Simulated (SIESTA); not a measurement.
**Fitting the PBE energy curve of Li**

Symmetry: Im-3m, No. 229, cubic system. Conventional cell: a = 3.509 Å, b = 3.509 Å, c = 3.509 Å, α = 90.00°, β = 90.00°, γ = 90.00°. Li (site symmetry m-3m) has 8 Li at 3.04 Å as nearest neighbours.

The cell was scaled at fixed shape and fractions and run with SIESTA, files PseudoDojo sr-pbe-0.4.1-standard, DZP (energy shift 0.003 Ry; two zetas on semicore shells); PBE, k mesh 11 × 11 × 11 on the cell of 1 atom, fermi-dirac occupations of 0.05 eV, no spin polarisation, no spin-orbit coupling. Energies are those that the program minimises, any entropy of the smearing included. For a metal such a mesh isn't converged to the digits shown.

```tsv
V (Å³/atom)	energy over the lowest row (meV/atom)
20.3123	0.000
20.7445	0.155
21.1767	1.052
21.6088	?
22.0410	4.847
22.4732	7.616
22.9054	10.925
```

Fit the third-order Birch-Murnaghan form, give V0, B0 and B′, and predict the energy left open.

With y = (V0/V)^(2/3), E = E0 + (9 V0 B0/16) [(y - 1)³ B′ + (y - 1)² (6 - 4y)]. Least squares through the rows shown give V0 = 20.4419 Å³/atom, E0 = -0.036 meV, B0 = 13.89 GPa (1 eV/Å³ = 160.218 GPa) and B′ = 3.18, with a largest miss of 0.006 meV. At V = 21.6088 the form with these constants gives 2.635 meV; the run gave 2.633 meV an atom. Measured volume: 21.61 Å³/atom at 293 K (COD entry, Crystal Structures 1 7 1963), so the fit lies -5.4 % from it. The runs are for a static lattice.
